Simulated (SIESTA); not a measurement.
CdO2:

```
Cd O
1.0
     3.47623    0.00000    0.00000
    -1.73811    3.01050    0.00000
     0.00000    0.00000    4.14808
Cd O
1 2
Cartesian
  0.0000 0.0000 0.0000
  0.0000 2.0070 1.0130
  1.7381 1.0035 3.1350
```

The cell comes from a database or a generator and needn't be the stable form of this composition.

| Quantity | Value |
| --- | --- |
| Program | SIESTA 5.4.2 |
| Task | relaxation of cell and atoms |
| Functional | PBEsol |
| Potentials or basis | PseudoDojo 0.4 standard (PBEsol files) |
| Basis | DZP (energy shift 0.003 Ry; two zetas on semicore shells) |
| Grid cutoff | 800 Ry |
| Energy shift | 0.003 Ry |
| k mesh | 7 × 7 × 5 |
| Occupations | fermi-dirac, width 0.05 eV |
| Spin | no spin polarisation |

At the start: pressure -9.0 GPa; volume 14.47 Å³/atom.

Task: Where does the relaxation end?

Result: Over 23 steps the energy falls by 136.6 meV/atom and the volume is 11.61 Å³/atom (-19.8 %); space group P-3m1 (No. 164, to 0.05 Å).

Step by step:
```
step  energy change (eV)  largest force (eV/Å)  pressure (GPa)  volume (Å³)
   1              0.0000                0.0285           -9.02        43.41
   2             -0.0722                0.1996           -6.15        41.93
   3             -0.1212                0.6138           -0.41        39.62
   4             -0.1212                0.6135           -0.41        39.62
   5             -0.2281                0.5298            0.15        37.84
   6             -0.3033                0.3283            1.52        36.10
   7             -0.3176                0.0299            4.08        34.42
   8             -0.3215                0.1418            2.79        35.12
   9             -0.3461                0.3696           -3.80        36.16
  10             -0.3501                0.2473           -2.28        35.89
  11             -0.3812                0.0991           -2.40        35.94
  12             -0.3955                0.0435           -2.62        35.96
  13             -0.3903                0.1794           -2.73        35.96
  14             -0.3958                0.0591           -2.64        35.96
  15             -0.4086                0.0918            1.09        34.67
  16             -0.4086                0.0892            0.56        34.83
  17             -0.3933                0.3418           -0.94        34.64
  18             -0.4095                0.0184            0.15        34.78
  19             -0.4096                0.0402           -0.22        34.85
  20             -0.4096                0.0258           -0.10        34.83
  21             -0.4093                0.1093           -0.08        34.84
  22             -0.4097                0.0129           -0.10        34.83
  23             -0.4098                0.0054            0.01        34.82
```

Final structure:
```cif
data_structure
_symmetry_space_group_name_H-M 'P 1'
_symmetry_Int_Tables_number 1
_cell_length_a 3.3853
_cell_length_b 3.3853
_cell_length_c 3.5081
_cell_angle_alpha 89.998
_cell_angle_beta 90.002
_cell_angle_gamma 120.001
_cell_volume 34.82
loop_
_atom_site_label
_atom_site_type_symbol
_atom_site_fract_x
_atom_site_fract_y
_atom_site_fract_z
_atom_site_occupancy
Cd1 Cd 0.00004 0.99996 0.00001 1
O1 O 0.33333 0.66667 0.29264 1
O2 O 0.66665 0.33335 0.70736 1
```

Caveat: the volume moved by over 15 % at a fixed basis, so the end points are rough; the basis of atomic orbitals isn't converged, which shifts pressures, moduli and gaps.
